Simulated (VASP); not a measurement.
Wanted: the native input for a VASP 6.6.1 run.

* Task: relaxation of cell and atoms
* Functional: PBEsol
* Potentials or basis: VASP PAW PBE potentials, release 64 (Pb_d, Se)
* Cutoff: 600 eV
* k mesh: 8 × 8 × 8
* Occupations: gaussian, width 0.03 eV
* Spin: no spin polarisation
* Further INCAR settings: ALGO = Normal; EDIFF = 1e-06; IBRION = 2; EDIFFG = -0.01; NSW = 90; ISIF = 3

The structure of PbSe (Clausthalite) lies in POSCAR:

```
PbSe
1.0
    0.0000000000      3.0606500000      3.0606500000
    3.0606500000      0.0000000000      3.0606500000
    3.0606500000      3.0606500000      0.0000000000
Pb Se
1 1
Direct
    0.0000000000      0.0000000000      0.0000000000
    0.5000000000      0.5000000000      0.5000000000
```

One way to write it, as run:

INCAR

```
  ALGO = Normal
  EDIFF = 1E-6
  EDIFFG = -0.01
  ENCUT = 600
  GGA = PS
  IBRION = 2
  ISIF = 3
  ISMEAR = 0
  KPAR = 4
  LASPH = T
  LCHARG = F
  LREAL = F
  LWAVE = F
  NELM = 80
  NSW = 90
  PREC = Accurate
  SIGMA = 0.03
```

KPOINTS

```
k-points
0
Gamma
  8 8 8
```

Potentials or basis: VASP PAW PBE potentials, release 64 (Pb_d, Se).

Launch:

```sh
$ cat potpaw_PBE.64/Pb_d/POTCAR potpaw_PBE.64/Se/POTCAR > POTCAR
$ mpirun -np 4 vasp_std > vasp.out
```

It gave:

* Relaxed volume: 28.43 Å³/atom
* Relaxed cell: a = 4.316 Å, b = 4.316 Å, c = 4.316 Å, α = 60.00°, β = 60.00°, γ = 60.00°
* Space group after relaxing (to 0.05 Å): Fm-3m (No. 225)
* Energy gained by relaxing: 0.3 meV/atom
* Ionic steps: 3
* Pressure after relaxing: 0.0 GPa
* Band gap on the k mesh: 0.17 eV, direct

Caveat: the PAW data sets were made with another functional, which shifts forces and pressure a little; spin-orbit coupling is left out, which as a rule narrows the gap of such compounds by several tenths of an eV.

Run time: 25 s on 4 MPI ranks on AMD EPYC 7R13 Processor (Zen 3), with other jobs on the host, peak memory 0.2 GiB a rank.
